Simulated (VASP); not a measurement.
# Mo (Im-3m) in VASP: elastic constants with LDA

Aim: the elastic constants of Mo with LDA.

Everything below comes from runs of VASP 6.6.1. Logs are shortened: lines on timing, memory, paths and dates and some standing lists are left out, and cuts for length are marked.

### Step 1. The structure

The structure is cubic, space group Im-3m (No. 229). The conventional cell has a = 3.116 Å, b = 3.116 Å, c = 3.116 Å, α = 90.00°, β = 90.00°, γ = 90.00°. Mo (site symmetry m-3m) has 8 Mo at 2.70 Å as nearest neighbours.

The cell was built by a generator and needn't be a form met in nature.

### Step 2. Elastic constants, LDA

Input file POSCAR:

```
Mo
1.0
   -1.5580015167      1.5580015167      1.5580015167
    1.5580015167     -1.5580015167      1.5580015167
    1.5580015167      1.5580015167     -1.5580015167
  Mo
     1
Direct
     0.0000000000000000    0.0000000000000000    0.0000000000000000
```

Input file INCAR.step1:

```
SYSTEM = Mo
PREC = Accurate ; ENCUT = 600
EDIFF = 1E-8 ; ISMEAR = 1
SIGMA = 0.2 ; LREAL = .False.
LASPH = .True. ; NELM = 100
ALGO = Fast ; ISIF = 3
LWAVE = .False. ; LCHARG = .False.
GGA = CA ; KPAR = 8
IBRION = 2 ; NSW = 40
EDIFFG = -0.002
```

Input file INCAR.step2:

```
SYSTEM = Mo
PREC = Accurate ; ENCUT = 600
EDIFF = 1E-8 ; ISMEAR = 1
SIGMA = 0.2 ; LREAL = .False.
LASPH = .True. ; NELM = 100
ALGO = Fast ; ISIF = 3
LWAVE = .False. ; LCHARG = .False.
GGA = CA ; KPAR = 8
IBRION = 6 ; NFREE = 2
POTIM = 0.015 ; NSW = 1
```

Input file KPOINTS:

```
Automatic mesh
0
Gamma
  24 24 24
  0 0 0
```

Potentials or basis: VASP PAW LDA potentials, release 64 (Mo_sv).

The run is started by

```
$ cat potpaw_LDA.64/Mo_sv/POTCAR > POTCAR
$ cp INCAR.step1 INCAR
$ mpirun -np 8 vasp_std > vasp.out
$ cp CONTCAR POSCAR
$ cp INCAR.step2 INCAR
$ mpirun -np 8 vasp_std > vasp.out
```

OUTCAR:

```text
SYSTEM = Mo
   PREC = Accurate
   ENCUT = 600
   EDIFF = 1E-8
   ISMEAR = 1
   LREAL = .False.
   LASPH = .True.
   NELM = 100
   ISIF = 3
   GGA = CA
   IBRION = 6
   NFREE = 2
   POTIM = 0.015
   NSW = 1

 ion  position               nearest neighbor table
   1  0.000  0.000  0.000-

  LATTYP: Found a body centered cubic cell.
 ALAT       =     3.1156061292

  Lattice vectors:

 A1 = (  -1.5578030646,   1.5578030646,   1.5578030646)
 A2 = (   1.5578030646,  -1.5578030646,   1.5578030646)
 A3 = (   1.5578030646,   1.5578030646,  -1.5578030646)

Analysis of symmetry for initial positions (statically):
=====================================================================
 Subroutine PRICEL returns:
 Original cell was already a primitive cell.

 Routine SETGRP: Setting up the symmetry group for a
 body centered cubic supercell.

 Subroutine GETGRP returns: Found 48 space group operations
 (whereof 48 operations were pure point group operations)
 out of a pool of 48 trial point group operations.

The static configuration has the point symmetry O_h .

Analysis of symmetry for dynamics (positions and initial velocities):
=====================================================================
 Subroutine PRICEL returns:
 Original cell was already a primitive cell.

 Routine SETGRP: Setting up the symmetry group for a
 body centered cubic supercell.

 Subroutine GETGRP returns: Found 48 space group operations
 (whereof 48 operations were pure point group operations)
 out of a pool of 48 trial point group operations.

The dynamic configuration has the point symmetry O_h .

 Subroutine INISYM returns: Found 48 space group operations
 (whereof 48 operations are pure point group operations),
 and found     1 'primitive' translations

----------------------------------------------------------------------------------------

                                     Primitive cell

  volume of cell :      15.1216

  direct lattice vectors                    reciprocal lattice vectors
    -1.557803065  1.557803065  1.557803065     0.000000000  0.320964833  0.320964833
     1.557803065 -1.557803065  1.557803065     0.320964833  0.000000000  0.320964833
     1.557803065  1.557803065 -1.557803065     0.320964833  0.320964833  0.000000000

  length of vectors
     2.698194056  2.698194056  2.698194056     0.453912819  0.453912819  0.453912819

  position of ions in fractional coordinates (direct lattice)
     0.000000000  0.000000000  0.000000000

  ion indices of the primitive-cell ions
   primitive index   ion index
                 1           1

----------------------------------------------------------------------------------------

 KPOINTS: Automatic mesh

Automatic generation of k-mesh.
 Grid dimensions read from file:
 generate k-points for:   24   24   24

 Generating k-lattice:

  Cartesian coordinates                     Fractional coordinates (reciprocal lattice)
     0.000000000  0.013373535  0.013373535     0.041666667  0.000000000  0.000000000
     0.013373535  0.000000000  0.013373535     0.000000000  0.041666667  0.000000000
     0.013373535  0.013373535  0.000000000     0.000000000  0.000000000  0.041666667

  Length of vectors
     0.018913034  0.018913034  0.018913034

  Shift w.r.t. Gamma in fractional coordinates (k-lattice)
     0.000000000  0.000000000  0.000000000

 Subroutine IBZKPT returns following result:
 ===========================================

 Found    413 irreducible k-points:

 Following reciprocal coordinates:
            Coordinates               Weight
  0.000000  0.000000  0.000000      1.000000
  0.041667  0.000000  0.000000     12.000000
  0.083333  0.000000  0.000000     12.000000
  0.125000  0.000000  0.000000     12.000000
  0.166667  0.000000  0.000000     12.000000
  0.208333  0.000000  0.000000     12.000000
[... 16 lines left out ...]
  0.416667  0.041667  0.000000     48.000000
  0.458333  0.041667 -0.000000     48.000000
 [... further k-points ...]
[... 36 lines left out ...]
   IMIX   =      4    mixing-type and parameters
     AMIX     =   0.40;   BMIX     =  1.00
     AMIX_MAG =   1.60;   BMIX_MAG =  1.00
  volume/ion in A,a.u.               =      15.12       102.05
  Fermi-wavevector in a.u.,A,eV,Ry     =   1.595579  3.015207 34.638693  2.545872
  Thomas-Fermi vector in A             =   2.693476
   LORBIT       =      0    0 simple, 1 ext, 2 COOP (PROOUT), +10 PAW based schemes
   GGA     = CA    functional components
   LHFCALC =     F    Hartree Fock is set to
   AEXX    =    0.0000 exact exchange contribution
   IVDW    =     0    specifies the selected vdW correction
   LEPSILON=     F    determine dielectric tensor
   LRPA    =     F    only Hartree local field effects (RPA)
 finite differences with symmetry
 non-spin polarized calculation
 RMM-DIIS sequential band-by-band and
 Methfessel and Paxton  Order N= 1 SIGMA  =   0.20
  energy-cutoff  :      600.00
  volume of cell :       15.12
 maximum number of plane-waves:       531
 NGX is ok and might be reduce to    24
   NGX = 11   NGY = 11   NGZ = 11

--------------------------------------- Ionic step        1  -------------------------------------------

 number of electron      13.9999999 magnetization

 Free energy of the ion-electron system (eV)
  ---------------------------------------------------
  ext. energy  EPLUGINS =         0.00000000
  ---------------------------------------------------
  free energy    TOTEN  =       -12.13009180 eV

  energy without entropy =      -12.13034230  energy(sigma->0) =      -12.13017530

------------------------ aborting loop because EDIFF is reached ----------------------------------------

  FORCE on cell =-STRESS in cart. coord.  units (eV):
  Direction    XX          YY          ZZ          XY          YZ          ZX
  --------------------------------------------------------------------------------------
  -------------------------------------------------------------------------------------
  Total        0.0008103      0.0008103      0.0008103     -0.0000000     -0.0000000      0.0000000
  in kB        0.0858559      0.0858559      0.0858559     -0.0000000     -0.0000000      0.0000000
  external PRESSURE =       0.0858559 kB  Pullay stress =       0.0000000 kB
[... 86 lines left out ...]
  FREE ENERGIE OF THE ION-ELECTRON SYSTEM (eV)
  ---------------------------------------------------
  free  energy   TOTEN  =       -12.1244932073 eV

  energy  without entropy=      -12.1247859309  energy(sigma->0) =      -12.12459078

[... ionic steps 4 to 12 ...]

--------------------------------------- Ionic step       13  -------------------------------------------

 number of electron      13.9999999 magnetization

------------------------ aborting loop because EDIFF is reached ----------------------------------------
[... 65 lines left out ...]
--------------------------------------- Ionic step       15  -------------------------------------------

 number of electron      14.0000000 magnetization

 Free energy of the ion-electron system (eV)
  ---------------------------------------------------
  ext. energy  EPLUGINS =         0.00000000
  ---------------------------------------------------
  free energy    TOTEN  =       -12.13009232 eV

  energy without entropy =      -12.13034280  energy(sigma->0) =      -12.13017581

 E-fermi :  13.0659     XC(G=0): -13.7899

 val. band max:       13.0618592235   @ k =  -0.2917   0.3750   0.1667
 cond. band min:      13.0682431018   @ k =   0.1250   0.0833   0.0000
 fundamental gap:      0.0063838783
 Fermi energy:        13.0659414753

 k-point     1 :       0.0000    0.0000    0.0000
  band No.  band energies     occupation
      1     -47.9349      2.00000
      2     -21.2939      2.00000
      3     -21.2939      2.00000
      4     -21.2939      2.00000
      5       5.6783      2.00000
      6      11.5682      2.00000
      7      11.5682      2.00000
      8      11.5682      2.00000
      9      14.6960     -0.00000
     10      14.6960     -0.00000
     11      27.8827      0.00000
[... 309 lines left out ...]
 k-point    24 :       0.4583    0.0417   -0.0000
  band No.  band energies     occupation
      1     -47.6246      2.00000
      2     -22.8568      2.00000
      3     -21.7993      2.00000
      4     -21.3202      2.00000
      5       7.5342      2.00000
      6       9.4603      2.00000
      7      14.3463     -0.00000
      8      14.7550     -0.00000
      9      15.6530     -0.00000
     10      18.1293      0.00000
     11      25.1101      0.00000

 [... further k-points ...]

------------------------ aborting loop because EDIFF is reached ----------------------------------------

  FORCE on cell =-STRESS in cart. coord.  units (eV):
  Direction    XX          YY          ZZ          XY          YZ          ZX
  --------------------------------------------------------------------------------------
  -------------------------------------------------------------------------------------
  Total        0.0000180      0.0000180      0.0000180      0.0000000     -0.0000000     -0.0000000
  in kB        0.0019061      0.0019061      0.0019061      0.0000000     -0.0000000     -0.0000000
  external PRESSURE =       0.0019061 kB  Pullay stress =       0.0000000 kB
[... 16 lines left out ...]
  FREE ENERGIE OF THE ION-ELECTRON SYSTEM (eV)
  ---------------------------------------------------
  free  energy   TOTEN  =       -12.1300923152 eV

  energy  without entropy=      -12.1303427956  energy(sigma->0) =      -12.13017581

 INTERNAL STRAIN TENSORS FROM STRAINED CELLS
 ============================================

 INTERNAL STRAIN TENSOR FOR ION    1 for displacements in x,y,z  (eV/Angst):
          X           Y           Z          XY          YZ          ZX
  --------------------------------------------------------------------------------
  x     0.00000     0.00000     0.00000     0.00000     0.00000    -0.00000
  y     0.00000     0.00000    -0.00000     0.00000    -0.00000    -0.00000
  z    -0.00000    -0.00000    -0.00000     0.00000     0.00000    -0.00000

 INTERNAL STRAIN TENSORS FROM DISPLACED ATOMS
 ============================================

 INTERNAL STRAIN TENSOR FOR ION    1 for displacements in x,y,z  (eV/Angst):
          X           Y           Z          XY          YZ          ZX
  --------------------------------------------------------------------------------
  x     0.00000     0.00000     0.00000     0.00000     0.00000     0.00000
  y     0.00000     0.00000     0.00000     0.00000     0.00000     0.00000
  z     0.00000     0.00000     0.00000     0.00000     0.00000     0.00000

 Eigenvectors and eigenvalues of the dynamical matrix
 ----------------------------------------------------

   1 f  =    0.000000 THz     0.000000 2PiTHz    0.000000 cm-1     0.000000 meV
             X         Y         Z           dx          dy          dz
      0.000000  0.000000  0.000000    -0.102899   -0.994692    0.000000

   2 f  =    0.000000 THz     0.000000 2PiTHz    0.000000 cm-1     0.000000 meV
             X         Y         Z           dx          dy          dz
      0.000000  0.000000  0.000000     0.994692   -0.102899    0.000000

   3 f  =    0.000000 THz     0.000000 2PiTHz    0.000000 cm-1     0.000000 meV
             X         Y         Z           dx          dy          dz
      0.000000  0.000000  0.000000     0.000000    0.000000    1.000000

--------------------------------------------------------------------------------------------------------

 ELASTIC MODULI CONTR FROM IONIC RELAXATION (kBar)
 Direction    XX          YY          ZZ          XY          YZ          ZX
 --------------------------------------------------------------------------------
 XX           0.0000      0.0000      0.0000      0.0000      0.0000      0.0000
 YY           0.0000      0.0000      0.0000      0.0000      0.0000      0.0000
 ZZ           0.0000      0.0000      0.0000      0.0000      0.0000      0.0000
 XY           0.0000      0.0000      0.0000      0.0000      0.0000      0.0000
 YZ           0.0000      0.0000      0.0000      0.0000      0.0000      0.0000
 ZX           0.0000      0.0000      0.0000      0.0000      0.0000      0.0000
 --------------------------------------------------------------------------------

 TOTAL ELASTIC MODULI (kBar)
 Direction    XX          YY          ZZ          XY          YZ          ZX
 --------------------------------------------------------------------------------
 XX        5096.2202   1843.4111   1843.4111      0.0000     -0.0000     -0.0000
 YY        1843.4111   5096.2202   1843.4111     -0.0000      0.0000     -0.0000
 ZZ        1843.4111   1843.4111   5096.2202     -0.0000      0.0000     -0.0000
 XY           0.0000     -0.0000     -0.0000   1063.3086     -0.0000     -0.0000
 YZ          -0.0000      0.0000      0.0000     -0.0000   1063.3086     -0.0000
 ZX          -0.0000     -0.0000     -0.0000     -0.0000     -0.0000   1063.3086
 --------------------------------------------------------------------------------
```

It took 6.1 min on 8 MPI ranks of Intel Xeon Platinum 8488C (Sapphire Rapids), shared host; peak memory 1.2 GiB.

Results:

- Elastic constants C11, C12, C44: 510, 184, 106 GPa
- Voigt bulk modulus: 293 GPa

Elastic tensor in Voigt notation (GPa, in the Cartesian axes of the cell as first typed):
```
510 184 184   0   0   0
184 510 184   0   0   0
184 184 510   0   0   0
  0   0   0 106   0   0
  0   0   0   0 106   0
  0   0   0   0   0 106
```

Clamped-ion elastic tensor (GPa):
```
510 184 184   0   0   0
184 510 184   0   0   0
184 184 510   0   0   0
  0   0   0 106   0   0
  0   0   0   0 106   0
  0   0   0   0   0 106
```
